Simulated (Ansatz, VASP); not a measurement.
# Two plane-wave programs on PbS

The input POSCAR:

```
PbS
1.0
    0.0000000000      2.8713280870      2.8713280870
    2.8713280870      0.0000000000      2.8713280870
    2.8713280870      2.8713280870      0.0000000000
Pb S
1 1
Direct
    0.0000000000      0.0000000000      0.0000000000
    0.5000000000      0.5000000000      0.5000000000
```

Contents of INCAR.step1:

```
SYSTEM = PbS
ALGO = Normal
EDIFF = 1E-4
ENCUT = 520
GGA = PE
ISMEAR = -1
LASPH = .True.
LCHARG = .False.
LREAL = .False.
LWAVE = .True.
NBANDS = 17
NELM = 80
PREC = Accurate
SIGMA = 0.02
```

Contents of INCAR.step2:

```
SYSTEM = PbS
ALGO = Normal
EDIFF = 1E-6
ENCUT = 520
ISIF = 2
ISMEAR = -1
ISTART = 1
LASPH = .True.
LCHARG = .False.
LMIXTAU = .True.
LREAL = .False.
LWAVE = .False.
METAGGA = R2SCAN
NBANDS = 17
NELM = 80
PREC = Accurate
SIGMA = 0.02
```

The input KPOINTS:

```
k-points
0
Gamma
  8 8 8
  0 0 0
```

Input for Ansatz:

```yaml
crystal:
  lattice:
    - [0.0, 2.871328087, 2.871328087]
    - [2.871328087, 0.0, 2.871328087]
    - [2.871328087, 2.871328087, 0.0]
  atoms:
    - { symbol: Pb, position: [0.0, 0.0, 0.0] }
    - { symbol: S, position: [0.5, 0.5, 0.5] }
kpoints:
  mp_grid: { grid: [8, 8, 8] }
  band_path:
    path:
      - [0.0, 0.0, 0.0]
      - [0.5, 0.0, 0.5]
      - [0.625, 0.25, 0.625]
      - [0.375, 0.375, 0.75]
      - [0.5, 0.5, 0.5]
      - [0.5, 0.25, 0.75]
      - [-0.015951, -0.015299, 0.489909]
    npoints: 1
hamiltonian:
  xc: r2scan
scf:
  occupations: { method: fermi_dirac, width: 0.02 }
  n_extra_bands: 4
output:
  forces: true
  stress: true
  eigenvalues: true
  write_density: true
  write_potential: true
  elf: true
  volumetric_format: npy
```

Change from the starting cell: hydrostatic strain -3.9%.

Alike in both runs: task single point; functional r2SCAN; k mesh 8 × 8 × 8; occupations fermi-dirac, width 0.02 eV; no spin polarisation.

```csv
,VASP,Ansatz
version,VASP 6.6.1,Ansatz 0.2.0
potentials or method,"VASP PAW PBE potentials, release 64 (Pb_d, S)","plane waves, PAW"
plane-wave cutoff (eV),520,500
valence electrons in the cell,20,20
```

|  | VASP | Ansatz | Ansatz less VASP |
| --- | --- | --- | --- |
| pressure (GPa) | 8.8 | 8.8 | +0.01 |

With one functional, cell and mesh, what is left measures potentials, basis and numerics.

Caveats: the PAW data sets were made with another functional, which shifts forces and pressure a little (VASP); spin-orbit coupling is left out, which as a rule narrows the gap of such compounds by several tenths of an eV.
